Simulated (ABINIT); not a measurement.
A run of ABINIT 10.8.3 (patched build) is set up as follows.

The input run.abi:

```
# Pseudopotentials
pp_dirpath "./"
pseudos "Cs.GGA_PBE-JTH.xml"

# Structure
acell 3*1.0
rprim
    -5.9119421565     5.9119421565     5.9119421565
     5.9119421565    -5.9119421565     5.9119421565
     5.9119421565     5.9119421565    -5.9119421565
ntypat 1
znucl 55
natom 1
typat 1
xcart
     0.0000000000     0.0000000000     0.0000000000 Angstrom

# Plane-wave basis
ecut 20.0
pawecutdg 40.0

# k points
kptopt 1
ngkpt 6 6 6
nshiftk 1
shiftk 0.0 0.0 0.0

# Exchange and correlation
ixc 11

# Bands and occupations
nband 9
occopt 3
tsmear 0.05 eV

# SCF cycle
nstep 100
tolvrs 1.0e-9

# Output
iomode 3
prtwf 0
prtden 0
prteig 0
prtebands 0
enunit 1
prtvol 2
```

Potentials or basis: JTH PAW PBE v2.0.

Launch:

```bash
$ abinit run.abi > log 2>&1
```

Task: Estimate the band gap on the k mesh.

Result: None (metal or under the smearing width).

Task: Estimate the pressure.

Result: -0.2 GPa.

Spin-orbit coupling is left out, which matters for the levels of Cs.
